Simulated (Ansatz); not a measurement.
**PbO in the wurtzite structure**

Method: PBE, scalar-relativistic; no spin polarisation; PAW, 420 eV, 10×10×6 k-mesh, Gaussian smearing of 0.05 eV; code Ansatz. The datasets are Ansatz's generated set soft_2.

```cif
data_structure
_symmetry_space_group_name_H-M 'P6_3mc'
_symmetry_Int_Tables_number 186
_cell_length_a 4.1997
_cell_length_b 4.1997
_cell_length_c 5.8509
_cell_angle_alpha 90.000
_cell_angle_beta 90.000
_cell_angle_gamma 120.000
_cell_volume 89.37
loop_
_atom_site_label
_atom_site_type_symbol
_atom_site_symmetry_multiplicity
_atom_site_Wyckoff_symbol
_atom_site_fract_x
_atom_site_fract_y
_atom_site_fract_z
_atom_site_occupancy
Pb1 Pb 2 b 0.66667 0.33333 0.01442 1
O1 O 2 b 0.66667 0.33333 0.61078 1
```

The start was a prototype's sites filled with these elements. The Crystallography Open Database lists the compound in space groups Pbcm, P4/nmm, so this is a trial structure.

The cell is relaxed to zero pressure at this level.

The run used a cell of 4 atoms; the mesh refers to it.

| Item | Value |
| --- | --- |
| Volume | 22.34 Å³/atom |
| Bader charges | Pb 1.18; O -1.18 e |
| Bulk modulus (Birch–Murnaghan) | 50 GPa |
| Pressure derivative B0′ | 2.0 |
| Elastically stable | no (eigenvalue of -11.0 GPa) |

Estimate the band gap at this level of theory (PBE).

1.91 eV.

Estimate the formation energy from the elements (0 K, uncorrected) at this level of theory (PBE).

-0.93 eV/atom.

Within 0.6 eV of the edges the projected states are 66 % O 2p at the top of the valence band and 66 % Pb 6p at the bottom of the conduction band. The valence edge mixes anion p with metal states, so the bond is partly covalent and the gap isn't a plain transfer from O to Pb.

Bader charges against formal ones: Pb +1.18 (+2), O −1.18 (−2). The cations give up 59 % of the formal charge; Bader charges stay under formal ones because the anions' density reaches into the cations' basins, the more so the higher the formal charge and the softer the anion.

The equation of state has an unusual shape (B0′ outside 2.8 to 7.5), so B0 is less sure. Scalar-relativistic only: spin–orbit splittings of the heavy atoms' levels are missing.
